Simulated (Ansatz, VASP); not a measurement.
## Two plane-wave programs on Pd

```
CELL_PARAMETERS angstrom
2.78768 0.00000 0.00000
0.00000 2.78768 0.00000
0.00000 0.00000 22.91356
ATOMIC_POSITIONS crystal
Pd 0.50000 0.50000 0.37096
Pd 0.00000 0.00000 0.45699
Pd 0.50000 0.50000 0.54224
Pd 0.00000 0.00000 0.62702
```

Alike in both runs: functional PBE; k mesh 10 × 10 × 1; occupations gaussian, width 0.1 eV; no spin polarisation.

Ansatz relaxed the structure, and its values are those at the end. VASP's run is a single point on that final structure, the one shown.

```csv
,VASP,Ansatz
version,VASP 6.6.1,Ansatz 0.2.0
potentials or method,"VASP PAW PBE potentials, release 64 (Pd)","scalar-relativistic, plane waves, PAW"
plane-wave cutoff (eV),520,420
valence electrons in the cell,40,72
```

|  | VASP | Ansatz | Ansatz less VASP |
| --- | --- | --- | --- |
| gap on the k mesh at the Fermi level (eV) | none | none | - |
| rms of the force components (eV/Å) | 0.054 | 0.051 | -0.0025 |
| work function, face that differs most (eV) | 5.02 | 5.08 | +0.060 |

A gap of «none» marks a metal or a gap that the smearing closes. The two sets of potentials don't hold the same shells in valence. Ansatz warned: «xc_potential_rough_in_thin_density».
